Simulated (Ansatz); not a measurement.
The cell is rocksalt NaCl; cell and atoms were relaxed with r2SCAN. The symmetry is Fm-3m (No. 225, cubic); a = 5.605 Å in the conventional setting, 22.02 Å³ an atom. Around Na lie 6 Cl at 2.80 Å; around Cl lie 6 Na at 2.80 Å.

```
Na Cl
1.0
     0.00000    2.80270    2.80270
     2.80270    0.00000    2.80270
     2.80270    2.80270    0.00000
Na Cl
1 1
Direct
  0.00000 0.00000 0.00000
  0.50000 0.50000 0.50000
```

The questions ask for values computed with the PAW code Ansatz on this geometry. Calculated for a static, non-magnetic cell.

(1) Is there a gap with r2SCAN, and of what kind?

(2) How does the gap change from r2SCAN to LDA (8×8×8)?

(3) What does r2SCAN0 give for the gap (6×6×6 mesh)?

(4) How does the gap change from r2SCAN to LC-ωPBE (6×6×6)?

(5) What are ε∞ and the Born charges with PBE?

(6) What fraction of exact exchange does the dielectric-dependent hybrid take (1/ε∞ of PBE, averaged over directions)?

## Answers

(1) The r2SCAN gap is direct at Γ: 5.98 eV.

(2) The LDA gap is direct at Γ: 4.76 eV. The gap differs by -1.22 eV from r2SCAN's.

(3) The r2SCAN0 gap is direct at Γ: 7.74 eV. The gap differs by +1.76 eV from r2SCAN's.

(4) The LC-ωPBE gap is direct at Γ: 11.99 eV. The gap differs by +6.01 eV from r2SCAN's.

(5) The clamped-ion dielectric constant comes out as 2.52 in all directions. Born charges, averaged over directions: Na +1.09, Cl -1.09 e.

(6) 0.397.

The meshes of the hybrids are coarse, so their gaps aren't converged to the digits shown.
